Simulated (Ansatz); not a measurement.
Crystal: CuO (Tenorite).

```xyz
4
Lattice="2.3418 -1.7113 0.0000 2.3418 1.7113 0.0000 -0.8500 0.0000 5.0579" Properties=species:S:1:pos:R:3 pbc="T T T"
Cu    0.7459   -0.8557    2.5289
Cu    1.1709    0.8557    0.0000
O     1.7043    0.2793    3.7934
O     2.1293   -0.2793    1.2645
```

Base run:

- Program: Ansatz 0.2.0
- Functional: PBE
- Potentials or basis: SPMS NC
- Cutoff: 1034 eV
- Density cutoff: 4136 eV
- k mesh: 10 × 10 × 5
- Occupations: fermi-dirac, width 0.05 eV
- Spin: no spin polarisation

Its results: band gap on the k mesh none (metal or under the smearing width); pressure 6.1 GPa; largest force 0.263 eV/Å.

Question: The run is repeated on the same cell with these changes: potentials or basis from SPMS NC to PseudoDojo standard (PBE files); cutoff from 1034 eV to 1252 eV; density cutoff from 4136 eV to 5007 eV. What comes out?

Answer: Band gap on the k mesh none (metal or under the smearing width); pressure 5.6 GPa; largest force 0.273 eV/Å.

Caveats: the run has no spin polarisation, though such a crystal can be magnetic; semilocal functionals often make such compounds metallic where correlation or magnetic order opens a gap, which also shifts bond lengths.

Not every run made on this cell is shown here.
